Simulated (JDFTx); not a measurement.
The system is Pd.

```
CELL_PARAMETERS angstrom
-1.57228 1.57228 1.57228
1.57228 -1.57228 1.57228
1.57228 1.57228 -1.57228
ATOMIC_POSITIONS crystal
Pd 0.00000 0.00000 0.00000
```

This isn't the form of Pd at room conditions, which is fcc.

```yaml
Program: JDFTx 1.7.0 (patched build)
Task: relaxation of cell and atoms
Functional: SCAN
Potentials_or_basis: SG15-PBE-1.2 with smoothed tails
Cutoff: 1088 eV
Density_cutoff: 4354 eV
k_mesh: 6 × 6 × 6
Occupations: fermi-dirac, width 0.05 eV
Spin: no spin polarisation
```

At the start: pressure -8.6 GPa; volume 15.55 Å³/atom.

Q: Where does the relaxation end?

A: Over 6 steps the energy falls by 22.1 meV/atom and the volume is 14.77 Å³/atom (-5.0 %); space group Im-3m (No. 229, to 0.05 Å).

Step by step:
| step | energy change (eV) | largest force (eV/Å) | pressure (GPa) | volume (Å³) |
| --- | --- | --- | --- | --- |
| 1 | 0.0000 | 0.0000 | -8.65 | 15.55 |
| 2 | -0.0093 | 0.0000 | -6.76 | 15.35 |
| 3 | -0.0221 | 0.0000 | 0.36 | 14.74 |
| 4 | -0.0221 | 0.0000 | 0.01 | 14.77 |
| 5 | -0.0221 | 0.0000 | 0.00 | 14.77 |
| 6 | -0.0221 | 0.0000 | 0.00 | 14.77 |

Final structure:
```
Pd
1.0
    -1.54559    1.54559    1.54559
     1.54559   -1.54559    1.54559
     1.54559    1.54559   -1.54559
Pd
1
Direct
  0.00000 0.00000 0.00000
```

Caveat: the k mesh is coarse (spacing up to 0.47 Å⁻¹), so the values aren't converged; meta-GGA forces are noisy on this grid; the potentials were made for another functional, which shifts forces and pressure.
